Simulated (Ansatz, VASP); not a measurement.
## C: VASP beside Ansatz

```
C
1.0
     0.00000    1.78337    1.76554
     1.78337    0.00000    1.76554
     1.78337    1.78337    0.00000
C
2
Direct
  0.75000 0.75000 0.75000
  0.50000 0.50000 0.50000
```

This isn't the form of C at room conditions, which is graphite.

Alike in both runs: functional PBE; k mesh 11 × 11 × 11; occupations fermi-dirac, width 0.05 eV; no spin polarisation.

|  | VASP | Ansatz |
| --- | --- | --- |
| version | VASP 6.6.1 | Ansatz 0.2.0 |
| potentials or method | VASP PAW PBE potentials, release 64 (C) | Ansatz PAW |
| plane-wave cutoff (eV) | 520 | 420 |
| valence electrons in the cell | 8 | 8 |
| task | single point | band structure |

|  | VASP | Ansatz | Ansatz less VASP |
| --- | --- | --- | --- |
| gap on the k mesh at the Fermi level (eV) | 3.89 | 3.90 | +0.008 |
| least direct gap on the mesh (eV) | 5.43 | 5.44 | +0.004 |
| pressure (GPa) | 7.0 | 6.3 | -0.73 |
| largest component of the traceless stress (GPa) | 6.23 | 6.24 | +0.003 |

With one functional, cell and mesh, what is left measures potentials, basis and numerics.

Caveats: an odd mesh through Γ misses points on the zone boundary, where band edges often lie (VASP); the pressure holds a Pulay correction of +1.0 GPa for the finite cutoff (Ansatz).
